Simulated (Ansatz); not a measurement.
MnS:

```
Mn S
1.0
     1.83000    1.05655    2.97092
    -1.83000    1.05655    2.97092
     0.00000   -2.11310    2.97092
Mn S
1 1
Direct
  0.00000 0.00000 0.00000
  0.50000 0.50000 0.50000
```

The cell is a database's computed one.

Base run:

```yaml
Program: Ansatz 0.2.0
Functional: LDA
Potentials_or_basis: Ansatz PAW
Cutoff: "420 eV (not typed: the program's choice for these potentials)"
k_mesh: 9 × 9 × 9
Occupations: fermi-dirac, width 0.05 eV
Spin: collinear spin, ferromagnetic start
Starting_moments: "[4.0, 0.0] μB"
Hubbard_terms: Mn d U = 2 eV
```

Its results: band gap on the k mesh none (metal or under the smearing width); pressure -3.4 GPa; net moment 4.91 μB per cell; site moments Mn +4.33; S +0.17 μB.

After a change of settings the same cell gave: band gap on the k mesh none (metal or under the smearing width); pressure -6.5 GPa; net moment 4.76 μB per cell; site moments Mn +4.22; S +0.16 μB. Which change was it?
A. hubbard terms from Mn d U = 2 eV to Mn d U = 1 eV
B. hubbard terms from Mn d U = 2 eV to Mn d U = 4 eV
C. hubbard terms from Mn d U = 2 eV to none; hubbard projectors from ortho-atomic (the default) to none

A.

Caveats: the magnetic or orbital state may not be the lowest; a cell with one magnetic atom can't hold antiferromagnetic order, which such compounds often take; the PAW data sets come from PBE, with cores solved anew for the run's functional, which leaves a small shift of forces and pressure; the density of states is complete only up to the lowest level of the last band computed.
